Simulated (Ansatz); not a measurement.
**MgS (Niningerite): equation of state with LDA**

Crystal: MgS (Niningerite).

```xyz
2
Lattice="0.0000 2.6016 2.6016 2.6016 0.0000 2.6016 2.6016 2.6016 0.0000" Properties=species:S:1:pos:R:3 pbc="T T T"
S     2.6016    2.6016    2.6016
Mg    0.0000    0.0000    0.0000
```

- Program: Ansatz 0.2.0
- Task: equation of state
- Functional: LDA
- Potentials or basis: all-electron LAPW, scalar-relativistic
- Basis error allowed: 0.001 eV/atom
- k mesh: 9 × 9 × 9
- Occupations: fermi-dirac, width 0.05 eV
- Spin: no spin polarisation

The equilibrium volume is 16.87 Å³/atom and the bulk modulus is 83 GPa. The pressure derivative of the bulk modulus is 4.1.

Energy against volume, from the lowest point:
```csv
volume (Å³/atom),energy (meV/atom)
16.553,1.62
16.905,0.00
17.257,2.17
17.609,7.74
17.962,16.37
18.314,27.76
18.666,41.62
```

All runs of the series together: 9 s on 1 thread of AMD EPYC 9B45 (Zen 5) (shared host).

LDA usually gives volumes a few per cent too small. Zero-point motion and thermal expansion aren't in these numbers.
